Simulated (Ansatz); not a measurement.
# Au (Fm-3m) in Ansatz: notebook

One crystal, Au, is run at these levels: PBE; tasks: single point.

All numbers are computed with Ansatz 0.2.0; they aren't measurements. Logs are shortened: lines on timing, memory, paths and dates and some standing lists are left out, and cuts for length are marked.

### Step 1. The structure

It takes space group Fm-3m (No. 225, cubic). Conventional cell: a = 4.070 Å, b = 4.070 Å, c = 4.070 Å, α = 90.00°, β = 90.00°, γ = 90.00°. Au (site symmetry m-3m) has 12 Au at 2.88 Å as nearest neighbours.

### Step 2. Single point, PBE

Input file input.yaml:

```yaml
crystal:
  lattice:
    - [0.0, 2.035, 2.035]
    - [2.035, 0.0, 2.035]
    - [2.035, 2.035, 0.0]
  atoms:
    - { symbol: Au, position: [0.0, 0.0, 0.0] }
hamiltonian:
  xc: pbe
  pseudopotentials: { kind: paw }
kpoints:
  mp_grid: { grid: [11, 11, 11] }
scf:
  occupations: { method: gaussian, width: 0.019 }
output:
  forces: true
  stress: true
  eigenvalues: true
```

Potentials or basis: Ansatz PAW.

Run with:

```console
> ansatz run input.yaml --threads 2 --pin off --max-ram 5632MiB --backend cpu --events-out ev --progress --plain --runs-dir out
```

Standard output:

```text
Warning: RAYON_NUM_THREADS=2 ignored (pool sized by the plan → 2); use --threads N
Engine: ansatz 0.2.0, aarch64-unknown-linux-gnu
Pseudopotentials: kind: paw
Pseudopotential: Au, paw, valence charge 19, recommended cutoff 420 eV (normal), Au.paw.azcp
Functional definition: PBE
  parameter kappa = 0.804
  parameter beta = 0.06672455060314922
  exchange = pbe_x(kappa = kappa, mu = beta*pi^2/3)
  correlation = pbe_c(beta = beta)
Crystal: 1 atoms, lattice volume = 16.855 Å³
Basis set: ecut = 420 eV, 331 PW (Γ), exchange–correlation on 40×40×40 points (8 copies of the dense FFT grid, shifted against one another)
Bands: 14, of which v1, the nominal top of the filled ones, is band 10 counted from 1 (9 counted from 0)
Symmetry: 48 space group operations
Space group: Fm-3m (ITA 225), of the structure as read, at distance tolerance 2.6e-5 Å
k-points: 56 of 1331
Non-local potential: Au, projectors of the file, l = 0: 3, l = 1: 2, l = 2: 2, l = 3: 1
PAW form: soft (Blöchl's): semilocal exchange-correlation on the pseudo side does not see the compensation charge
PAW one-centre angular grid: Au, 590 points (default); XC on 64 Gauss nodes
Initial density: superposition of atomic densities (neutral atoms: chi_scale 0, normalization atom), corrected by the library's trained network
Initial wavefunctions: pseudopotential atomic-orbital guess
Functional: x = pbe(κ = 0.804, μ = 0.2195149727645171), c = pbe(β = 0.06672455060314922)
SCF iter   1: F=—  HF=-13149.301131 eV  |F-HF|=—  |Δ(HF+E_count)|=         —  Δρ=1.69e-3  dr2=1.47e-4  ethr=1.77e-3  ⟨swp⟩=4.8  Hψ=4083  notcnv=0
preconditioner: auto → none  [insulator: Δε(μ)=0.246 eV  Ē_g=16.169 eV  σ=0.019 eV  W_gap=0.98  n_scr=8 (ndim 8)  ℏωp=30.0 eV  f_vac=0.000  D(μ)=0.13/eV (n_scr^D=0)  ε∞_Penn≈4.4]
SCF iter   2: F=—  HF=-13149.301520 eV  |F-HF|=—  |Δ(HF+E_count)|=   3.89e-4  Δρ=8.63e-4  dr2=3.18e-5  ethr=7.75e-7  ⟨swp⟩=2.7  Hψ=1820  notcnv=0  defer=7
SCF iter   3: F=—  HF=-13149.301602 eV  |F-HF|=—  |Δ(HF+E_count)|=   8.20e-5  Δρ=2.50e-4  dr2=7.83e-6  ethr=1.67e-7  ⟨swp⟩=2.0  Hψ=1074  notcnv=0  defer=7
iter 4 did not close the SCF: its close was put off for the readings that it lacked (scf_convergence_deferred on its scf_iter line)
SCF iter   4: F=-13149.301603 eV  HF=-13149.301603 eV  |F-HF|=6.07e-8  |Δ(HF+E_count)|=   3.97e-7  Δρ=2.58e-5  dr2=2.38e-8  ethr=4.12e-8  ⟨swp⟩=2.1  Hψ=1067  notcnv=0  defer=7
iter 5 did not close the SCF: its close was put off for the readings that it lacked (scf_convergence_deferred on its scf_iter line)
SCF iter   5: F=-13149.301603 eV  HF=-13149.301603 eV  |F-HF|=1.13e-9  |Δ(HF+E_count)|=   6.16e-8  Δρ=3.66e-6  dr2=6.31e-10  ethr=1.25e-10  ⟨swp⟩=2.0  Hψ=1287  notcnv=0  defer=7
SCF iter   6: F=-13149.301603 eV  HF=-13149.301603 eV  |F-HF|=0.00e0  |Δ(HF+E_count)|=   1.24e-9  Δρ=8.95e-7  dr2=5.13e-11  ethr=3.32e-12  ⟨swp⟩=2.1  Hψ=2349  notcnv=0
SCF 1 converged in 6 iterations: F = -13149.301603 eV  dr2 = 5.13e-11
SCF converged after 6 iterations
Free energy (F): -13149.301603 eV
Harris-Foulkes:  -13149.301603 eV  (|F-HF|=0.00e0)
Internal energy: -13149.301579 eV  (E = F + TS)
E sigma→0 (E₀):  -13149.301591 eV
Entropy (-TS):   -0.000024 eV (-0.024 meV/atom)
Fermi energy:    21.054269 eV
--- Per-component energies (eV) ---
  E_band       = -201.675342
  E_kinetic    = 605.480179
  E_local      = -1687.825310  (includes V_loc(G=0)·N_el)
  E_nonlocal   = 74.218178
  E_hartree    = 721.839870
  E_xc         = -228.363766
  E_vxc        = -275.732342  (∫ρ·V_xc dr)
  E_paw        = -9706.720994  (= ΣΔE_a)
  E_vpaw       = -361.497550  (= ΣTr[D̂ρ^β])
  E_aug_tail   = 0.001496  (compensation charges beyond the density's cutoff)
  E_ewald      = -2927.931232
  E_smearing   = -0.000024  (= −TS)
  E_closure    = 0.000000  (closes the sum)
  Σ components = -13149.301603   (vs F -13149.301603, Δ=0.00e0)
--- Forces (eV/Å), atoms counted from 1 ---
  atom   1  Au     0.00000000    -0.00000000     0.00000000
  max |Σ_I F_I| component: 4.31e-32 eV/Å
--- Stress (GPa, compression-positive) ---
       10.839566      -0.000000      -0.000000
        0.000000      10.839566       0.000000
        0.000000      -0.000000      10.839566
  P = ⅓ Tr σ = 10.8396 GPa (108.396 kbar)
--- Band table (eV; the first three rows and the last of 56) ---
  k-point 0: bands = ["-84.5312", "-35.8796", "-35.8796", "-35.8796", "10.9676", "16.2026", "16.2026", "16.2026", "17.7516", "17.7516", "35.4096", "39.4680", "39.4680", "39.4680"]
  k-point 1: bands = ["-84.5302", "-35.8980", "-35.8824", "-35.8824", "11.2573", "16.1109", "16.2996", "16.2996", "17.7105", "17.7105", "35.7338", "37.8638", "39.8146", "39.8146"]
  k-point 2: bands = ["-84.5275", "-35.9472", "-35.8898", "-35.8898", "12.0513", "15.9616", "16.4745", "16.4745", "17.7142", "17.7142", "34.7180", "36.5716", "40.6682", "40.6682"]
  k-point 55: bands = ["-84.5146", "-36.0401", "-36.0277", "-35.9642", "14.8941", "15.4327", "16.0206", "17.6399", "19.2101", "25.2325", "26.9175", "27.9094", "31.0949", "42.1498"]
```

Run time: 0.55 s. Hardware: 2 threads of Arm Neoverse V1, shared host; peak memory 0.26 GiB.

What came out:

| Quantity | Value |
| --- | --- |
| Free energy | -13149.3016 eV |
| Pressure | 10.8 GPa |
| Band gap on the k mesh | none (metal or under the smearing width) |

### Step 3. Single point, PBE

Edit input.yaml of step 2 so:

```diff
@@ -13,3 +13,3 @@
 scf:
-  occupations: { method: gaussian, width: 0.019 }
+  occupations: { method: gaussian, width: 0.02 }
 output:
```

Potentials or basis: Ansatz PAW.

Run with:

```console
> ansatz run input.yaml --threads 2 --pin off --max-ram 5632MiB --backend cpu --events-out ev --progress --plain --runs-dir out
```

Wall time 0.56 s (2 threads of Arm Neoverse V1, shared host); peak memory 0.26 GiB.

The run converged. Its results:

| Quantity | Value |
| --- | --- |
| Free energy | -13149.3016 eV |
| Pressure | 10.8 GPa |
| Band gap on the k mesh | none (metal or under the smearing width) |

Levels at points of the mesh, in eV from the Fermi level:
| k point | band 6 | band 7 | band 8 | band 9 | band 10 | band 11 | band 12 | band 13 | band 14 |
| --- | --- | --- | --- | --- | --- | --- | --- | --- | --- |
| (0.00, 0.00, 0.00) | -4.85 | -4.85 | -4.85 | -3.30 | -3.30 | 14.36 | 18.42 | 18.42 | 18.42 |

The run has no spin-orbit coupling, so splittings on Au are missing.
